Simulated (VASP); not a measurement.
# VASP 6.6.1 run: GaP

INCAR

```
ENCUT = 520
NBANDS = 21
ISMEAR = -1
LCHARG = .FALSE.
LREAL = .FALSE.
GGA = PE
IBRION = -1
NELM = 120
LASPH = .TRUE.
EDIFF = 1E-7
LWAVE = .FALSE.
PREC = High
NSW = 0
SIGMA = 0.02
ISIF = 2
```

KPOINTS

```
KPOINTS created by Atomic Simulation Environment
0
Gamma
8 8 8
0 0 0
```

POSCAR

```
Ga P
 1.0000000000000000
     0.0000000000000000    2.6845183053000001    2.6845183053000001
     2.6845183053000001    0.0000000000000000    2.6845183053000001
     2.6845183053000001    2.6845183053000001    0.0000000000000000
 Ga  P
   1   1
Cartesian
  0.0000000000000000  0.0000000000000000  0.0000000000000000
  1.3422591526500001  1.3422591526500001  1.3422591526500001
```

The recommended PBE PAW datasets give the neutral cell 18 valence electrons.

Command

```
mpirun -np 1 vasp_std
```

**Question.** How does this run end, and what does it give?

**Answer.** It converged. Results: gap between bands v and c on the k mesh 1.56 eV; least direct gap on the k mesh 2.21 eV; pressure 6.8 GPa. Band v is the last that the valence electrons fill when counted band by band, and c is the next.

OSZICAR

```
N       E                     dE             d eps       ncg     rms          rms(c)
DAV:   1     0.108173516021E+03    0.10817E+03   -0.83895E+03  1364   0.125E+03
DAV:   2     0.193537770100E+01   -0.10624E+03   -0.98329E+02  1348   0.332E+02
DAV:   3    -0.913625423162E+01   -0.11072E+02   -0.10965E+02  1399   0.693E+01
DAV:   4    -0.934576105631E+01   -0.20951E+00   -0.20936E+00  1464   0.982E+00
DAV:   5    -0.934829839884E+01   -0.25373E-02   -0.25373E-02  1401   0.109E+00    0.447E+00
DAV:   6    -0.909518957669E+01    0.25311E+00   -0.25150E-01  1826   0.844E+00    0.299E+00
DAV:   7    -0.906408184707E+01    0.31108E-01   -0.81625E-02  1456   0.170E+00    0.114E+00
DAV:   8    -0.906440620641E+01   -0.32436E-03   -0.12045E-02  1391   0.105E+00    0.269E-01
DAV:   9    -0.906483064007E+01   -0.42443E-03   -0.11808E-03  1399   0.356E-01    0.739E-02
DAV:  10    -0.906488893262E+01   -0.58293E-04   -0.88997E-05  1677   0.940E-02    0.345E-02
DAV:  11    -0.906495044205E+01   -0.61509E-04   -0.69184E-05  1308   0.531E-02    0.650E-03
DAV:  12    -0.906495043594E+01    0.61109E-08   -0.15001E-06  1485   0.107E-02    0.525E-03
DAV:  13    -0.906495077034E+01   -0.33440E-06   -0.60257E-07  1353   0.477E-03    0.281E-03
DAV:  14    -0.906495075217E+01    0.18167E-07   -0.15321E-08  1026   0.807E-04
   1 F= -.90649508E+01 E0= -.90649508E+01  d E =-.122148E-11
```

For comparison, a separate PBE run of the intended cell, on usual settings and not on those above, gives a gap of 1.56 eV on its mesh and a pressure of 6.8 GPa.
